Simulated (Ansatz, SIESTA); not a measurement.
Bi2TeSe2: programs and potentials compared

```
Bi Te Se
1.0
     2.09150    1.20753    9.71233
    -2.09150    1.20753    9.71233
     0.00000   -2.41506    9.71233
Bi Te Se
2 1 2
Cartesian
  0.0000 0.0000 17.5387
  0.0000 0.0000 11.5983
  0.0000 0.0000 0.0000
  0.0000 0.0000 22.9716
  0.0000 0.0000 6.1654
```

Alike in all runs: task band structure; functional LDA; k mesh 7 × 7 × 7; occupations fermi-dirac, width 0.05 eV; no spin polarisation; no spin-orbit coupling. LDA stands for any of its common fits. Pressure is positive in compression and, in plane waves, holds the error of the finite cutoff, which Ansatz's Pulay term estimates and takes out. Gaps are the smaller of the mesh's and the band path's.

```
                                                                                   program and potentials  plane-wave cutoff (eV)                                                                                   notes  band gap (eV)  pressure (GPa)  largest force (eV/Å)
                                                                                       Ansatz, Ansatz PAW                     420  potentials made for PBE, which Ansatz adapts in part; Pulay term of +0.03 GPa included           0.39            0.42                 1.780
SIESTA, files PseudoDojo sr-lda-0.4.1-standard, DZP (energy shift 0.003 Ry; two zetas on semicore shells)                       -                                                                            atomic basis           0.40            1.93                 1.601
                                                           Ansatz, all-electron LAPW, scalar-relativistic                       -                                                                                       -           0.39            0.45                 1.782
```

Force on atom 1 (Bi), eV/Å:

```
                                                                                   program and potentials      x      y       z
                                                                                       Ansatz, Ansatz PAW  0.000  0.000  -1.780
SIESTA, files PseudoDojo sr-lda-0.4.1-standard, DZP (energy shift 0.003 Ry; two zetas on semicore shells)  0.000  0.000  -1.601
                                                           Ansatz, all-electron LAPW, scalar-relativistic  0.000  0.000  -1.782
```

The band gap spans 0.39 (Ansatz, Ansatz PAW) to 0.40 eV (SIESTA, files PseudoDojo sr-lda-0.4.1-standard, DZP (energy shift 0.003 Ry; two zetas on semicore shells)), with all-electron results at 0.39. The pressure spans 0.42 (Ansatz, Ansatz PAW) to 1.93 GPa (SIESTA, files PseudoDojo sr-lda-0.4.1-standard, DZP (energy shift 0.003 Ry; two zetas on semicore shells)), with all-electron results at 0.45. The atoms of the given cell lie far from their minimum at this level. Spin-orbit coupling, left out here, moves the band edges of heavy atoms. Rows in atomic bases carry the error of their basis and grid, which can be large.

The functional is the same throughout but for its coding, so the spread measures potentials, basis and numerics; runs on potential files found faulty are left out.
